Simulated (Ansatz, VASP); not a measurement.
# GaSb: VASP beside Ansatz, part 2 of 2

Wanted: the spread between two codes on one cell, functional and k mesh. The cell is taken from a series of runs on this material, whose earlier steps may have relaxed, scaled, displaced or heated it; both programs get it as it stands.

VASP 6.6.1 and Ansatz 0.2.0.

So far: Starting point; VASP: zone-centre phonons, PBEsol.

### 3. Ansatz: zone-centre phonons, PBEsol

Level of this step: Ansatz beside VASP: Kohn-Sham DFT, plane waves, PBEsol (Ansatz).

Ansatz runs on its PAW soft_1 files.

The same cell, functional, mesh and smearing now go to Ansatz, which takes its cutoff from its data sets.

Input file input.yaml:

```yaml
crystal:
  lattice:
    - [0.0, 3.0655582079, 3.0252106427]
    - [3.0655582079, 0.0, 3.0252106427]
    - [3.0655582079, 3.0655582079, 0.0]
  atoms:
    - { symbol: Ga, position: [0.0, 0.0, 0.0] }
    - { symbol: Sb, position: [0.75, 0.75, 0.75] }
kpoints:
  mp_grid: { grid: [12, 12, 12] }
hamiltonian:
  xc: pbesol
  pseudopotentials: { kind: paw, azcp: { folder: soft_1 }, xc_functional: pbe }
scf:
  occupations: { method: methfessel_paxton, width: 0.2 }
output:
  eigenvalues: true
phonons:
  method: dfpt
```

Started as:

```bash
ansatz run input.yaml --threads 4 --pin off --max-ram 10240MiB --backend cpu --events-out ev --progress --plain --runs-dir out
```

Numbers of over 12 decimals in the logs are rounded to 6 here.

What it wrote:

```text
zone centre: on kpoints.mp_grid the ground state, and the responses unless they are solved on pairs of k-points, stand on 280 of the mesh's 1728 k-points, reduced under 4 symmetry operations, with k and −k counted as one. Each operation leaves every solved displacement unchanged or reverses it
Engine: ansatz 0.2.0, aarch64-unknown-linux-gnu
Pseudopotentials: kind: paw
Pseudopotential: Ga, paw, valence charge 13, recommended cutoff 420 eV (normal), soft_1/Ga.paw.azcp
Pseudopotential: Sb, paw, valence charge 15, recommended cutoff 420 eV (normal), soft_1/Sb.paw.azcp
Functional definition: PBEsol
  exchange = pbesol_x
  correlation = pbesol_c
Crystal: 2 atoms, lattice volume = 56.860 Å³
Basis set: ecut = 420 eV, 1099 PW (Γ), exchange–correlation on 60×60×60 points (8 copies of the dense FFT grid, shifted against one another)
Bands: 18, of which v1, the nominal top of the filled ones, is band 14 counted from 1 (13 counted from 0)
Symmetry: 8 space group operations
k-points: 280 of 1728 (irreducible under 4 space group operations, time reversal used)
Non-local potential: Ga, projectors of the file, l = 0: 2, l = 1: 2, l = 2: 3, l = 3: 1
Non-local potential: Sb, projectors of the file, l = 0: 2, l = 1: 2, l = 2: 2, l = 3: 1
PAW form: soft (Blöchl's): semilocal exchange-correlation on the pseudo side does not see the compensation charge
PAW frozen core: Ga, regenerated for the run's functional, and the local potential with it (the file was generated under x = pbe(κ = 0.804, μ = 0.219515), c = pbe(β = 0.066725))
PAW frozen core: Sb, regenerated for the run's functional, and the local potential with it (the file was generated under x = pbe(κ = 0.804, μ = 0.219515), c = pbe(β = 0.066725))
PAW one-centre angular grid: Ga, 590 points (default); XC on 64 Gauss nodes
PAW one-centre angular grid: Sb, 590 points (default); XC on 64 Gauss nodes
Initial density: superposition of atomic densities (chi_scale 0.1, normalization cell, long waves kept (reshape's long-wave potential 0.00 eV rms))
Initial wavefunctions: pseudopotential atomic-orbital guess
Functional: x = pbesol(κ = 0.804, μ = 0.123457), c = pbesol(β = 0.046)
SCF iter   1: F=—  HF=-10151.699645 eV  |F-HF|=—  |Δ(HF+E_count)|=         —  Δρ=3.18e-2  dr2=4.11e-1  ethr=3.10e-3  ⟨swp⟩=5.7  Hψ=26089  notcnv=0
preconditioner: auto → Kerker (q_TF=auto, 2.424 Å⁻¹)  [metal: Δε(μ)=0.083 eV  Ē_g=14.744 eV  σ=0.200 eV  W_gap=0.33  n_scr=14 (ndim 8)  ℏωp=20.9 eV  f_vac=0.007  D(μ)=0.04/eV (n_scr^D=0)]
SCF iter   2: F=—  HF=-10151.655392 eV  |F-HF|=—  |Δ(HF+E_count)|=   4.43e-2  S|Δr|=    0.00e0  Δρ=1.98e-2  dr2=1.89e-1  ethr=1.47e-3  ⟨swp⟩=1.0  Hψ=7281  notcnv=0
SCF iter   3: F=—  HF=-10151.614063 eV  |F-HF|=—  |Δ(HF+E_count)|=   4.13e-2  S|Δr|=    0.00e0  Δρ=3.27e-3  dr2=1.44e-2  ethr=6.77e-4  ⟨swp⟩=1.2  Hψ=5094  notcnv=0
SCF iter   4: F=—  HF=-10151.614734 eV  |F-HF|=—  |Δ(HF+E_count)|=   6.71e-4  S|Δr|=    0.00e0  Δρ=1.51e-3  dr2=2.70e-3  ethr=5.13e-5  ⟨swp⟩=2.5  Hψ=7593  notcnv=0
SCF iter   5: F=—  HF=-10151.615847 eV  |F-HF|=—  |Δ(HF+E_count)|=   1.11e-3  S|Δr|=    0.00e0  Δρ=9.67e-4  dr2=3.90e-4  ethr=9.65e-6  ⟨swp⟩=2.0  Hψ=7561  notcnv=0
SCF iter   6: F=—  HF=-10151.615441 eV  |F-HF|=—  |Δ(HF+E_count)|=   4.07e-4  S|Δr|=    0.00e0  Δρ=3.36e-4  dr2=4.58e-5  ethr=1.39e-6  ⟨swp⟩=2.0  Hψ=7555  notcnv=0
SCF iter   7: F=—  HF=-10151.615534 eV  |F-HF|=—  |Δ(HF+E_count)|=   9.38e-5  S|Δr|=    0.00e0  Δρ=9.80e-5  dr2=3.56e-6  ethr=1.64e-7  ⟨swp⟩=2.0  Hψ=7564  notcnv=0
SCF iter   8: F=—  HF=-10151.615540 eV  |F-HF|=—  |Δ(HF+E_count)|=   5.76e-6  S|Δr|=    0.00e0  Δρ=1.86e-5  dr2=1.11e-7  ethr=1.27e-8  ⟨swp⟩=2.0  Hψ=6164  notcnv=0
SCF iter   9: F=—  HF=-10151.615541 eV  |F-HF|=—  |Δ(HF+E_count)|=   6.14e-7  S|Δr|=    0.00e0  Δρ=6.56e-6  dr2=3.65e-8  ethr=3.97e-10  ⟨swp⟩=2.0  Hψ=7561  notcnv=0
SCF iter  10: F=—  HF=-10151.615541 eV  |F-HF|=—  |Δ(HF+E_count)|=   6.39e-8  S|Δr|=    0.00e0  Δρ=2.45e-6  dr2=6.56e-9  ethr=1.30e-10  ⟨swp⟩=2.0  Hψ=6136  notcnv=0
SCF iter  11: F=—  HF=-10151.615541 eV  |F-HF|=—  |Δ(HF+E_count)|=   6.00e-9  S|Δr|=    0.00e0  Δρ=9.41e-7  dr2=9.97e-10  ethr=2.34e-11  ⟨swp⟩=2.0  Hψ=6011  notcnv=0
SCF iter  12: F=—  HF=-10151.615541 eV  |F-HF|=—  |Δ(HF+E_count)|=  9.59e-10  S|Δr|=    0.00e0  Δρ=1.65e-7  dr2=1.28e-11  ethr=3.56e-12  ⟨swp⟩=2.0  Hψ=6218  notcnv=0
SCF iter  13: F=-10151.615541 eV  HF=-10151.615541 eV  |F-HF|=0.00e0  |Δ(HF+E_count)|=  2.18e-11  S|Δr|=    0.00e0  Δρ=4.83e-8  dr2=1.50e-12  ethr=1.00e-12  ⟨swp⟩=6.0  Hψ=22796  notcnv=0
SCF 1 converged in 13 iterations: F = -10151.615541 eV  dr2 = 1.50e-12
  greatest PAW one-centre occupation: 0.996 electrons in one spin orbital (limit 2), on the Sb atom at site 1 (counted from 0), in its partial waves of l = 2
DFPT response loops at Γ: preconditioner auto → Kerker (q_TF=auto, 2.424 Å⁻¹) (partly filled bands, converged f_vac=0.077); β = 1.00, the filter's whole step (`scf.mixing.beta` (0.50) is not read by the response loops under this deck's `scf.mixing.preconditioner`; to damp them name `kerker` or `kerker_dos`, under which they read `scf.mixing.beta`, and type it under 1.00, their step now; both keys bind the ground state too); Broyden in place of MSR1
SCF converged after 13 iterations
Stability not checked: this state was not tested for a lower state beside it, because cold or Methfessel-Paxton smearing, or corrected tetrahedra, fill the levels in a way that the test cannot read (fill_not_monotonic; see scf.lower_state_search)
Free energy (F): -10151.615541 eV
Harris-Foulkes:  -10151.615541 eV  (|F-HF|=0.00e0)
Internal energy: -10151.615946 eV  (E = F + TS)
E sigma→0 (E₀):  -10151.615642 eV
Entropy (-TS):   0.000405 eV (0.203 meV/atom)
Fermi energy:    7.821191 eV
Step filling:    the computed levels leave a gap of 0.0204 eV = 0.1 smearing widths at the electron count; against every level under it full and every level over it empty, smearing changes F+E_penalty+E_count by +0.156 meV and its σ→0 estimate by +0.054 meV
--- Per-component energies (eV) ---
  E_band       = -259.274337
  E_kinetic    = 275.849896
  E_local      = -3372.304474  (includes V_loc(G=0)·N_el)
  E_nonlocal   = 299.740784
  E_hartree    = 1724.815988
  E_xc         = -160.424066
  E_vxc        = -146.135656  (∫ρ·V_xc dr)
  E_paw        = -6420.823859  (= ΣΔE_a)
  E_vpaw       = -766.056740  (= ΣTr[D̂ρ^β])
  E_aug_tail   = -0.000084  (compensation charges beyond the density's cutoff)
  E_ewald      = -2499.664965
  E_core_change = 1.194834  (= ΣΔE_core)
  E_smearing   = 0.000405  (= −TS)
  E_closure    = 0.000000  (closes the sum)
  Σ components = -10151.615541   (vs F -10151.615541, Δ=0.00e0)
--- Band table (eV; the first three rows and the last of 280) ---
  k-point 0: bands = [... 10 lower, -3.7844, 7.7408, 7.7408, 7.7960, 7.8165, 10.5105, 10.5486, 10.5486]
  k-point 1: bands = [... 10 lower, -3.7122, 6.4490, 7.6134, 7.6686, 8.6618, 10.6856, 10.7192, 10.7953]
  k-point 2: bands = [... 10 lower, -3.4996, 5.0427, 7.3260, 7.3919, 8.7603, 11.0735, 11.0886, 11.6975]
  k-point 279: bands = [... 10 lower, -1.2780, 0.9668, 5.1103, 5.1103, 8.5448, 8.8691, 16.5142, 16.5142]
--- Phonons (Γ-DFPT): 4 representative perturbations + reference, on 280 of 1728 k-points (Σ response iterations 12) ---
  k mesh reduced under 4 symmetry operations, with k and −k counted as one. Each operation leaves every solved displacement unchanged or reverses it
  ASR residual: 7.629e-6 → 0.000e0 eV/Å²; symmetrization residual: 2.840e-6 eV/Å²
  ASR residual per site (eV/Å²): 7.63e-6 6.47e-6
  Γ frequencies (cm⁻¹): 0.00 0.00 0.00 219.22 219.22 219.68
  non-analytic LO–TO correction: not included (Born effective charges unavailable; polar crystals: no LO–TO splitting at Γ)
```

In the SCF lines HF is the Harris–Foulkes energy and dr2 the Hartree energy of the density residual, in eV; the loop may stop once dr2 is under the threshold and the program's other checks hold. Hψ counts applications of the Hamiltonian.

### 4. Differences

Known differences besides the potentials themselves: the data sets hold 28 valence electrons in Ansatz (on its PAW soft_1 files) and 18 in VASP; the cutoff is 420 eV in Ansatz and 500 eV in VASP; Ansatz makes its cores anew for this functional, VASP keeps those of its PBE data sets. Total energies have different zeros and are not compared.

The two programs side by side:

| quantity | Ansatz | VASP | difference |
| --- | --- | --- | --- |
| optical mode 1 to 2 (cm⁻¹) | 219.2 | 220.3 | -0.51 % |
| optical mode 3 (cm⁻¹) | 219.7 | 220.7 | -0.46 % |

Modes are paired by rising frequency, not by their patterns, so a pair may set unlike modes beside each other; they are those without the splitting of longitudinal modes.

### 5. What came out

| Item | Value |
| --- | --- |
| r.m.s. difference of the optical zone-centre modes, each program's sorted by frequency (zone-centre phonons, PBEsol) | 1.1 cm⁻¹ |
| difference in optical mode 1 to 2 (zone-centre phonons, PBEsol) | -0.5 % |

The r.m.s. difference of the optical zone-centre modes, each program's sorted by frequency is 1.1 cm⁻¹ (zone-centre phonons, PBEsol). The data sets hold unlike numbers of valence electrons (28 in Ansatz and 18 in VASP), so part of the differences comes from the potentials. Among the rows given in per cent, the largest difference of the zone-centre phonons, PBEsol pair is in optical mode 1 to 2, -0.5 %. Such differences can come from data sets, numerical settings and the points named under the comparisons, not from the functional's error against experiment.

[Lines on the potential files, build, host, timing and source positions are cut from VASP's logs without a mark.]

[Logs are printed without paths, hosts, clocks, repeated set-up lines and the standing remarks that a program may print on its own settings, such as how far it seeks lower states.]

[Hosts, paths, dates, database ids (printed as entryN), source tags and the programs' standing remarks are cut or masked in the printed files.]
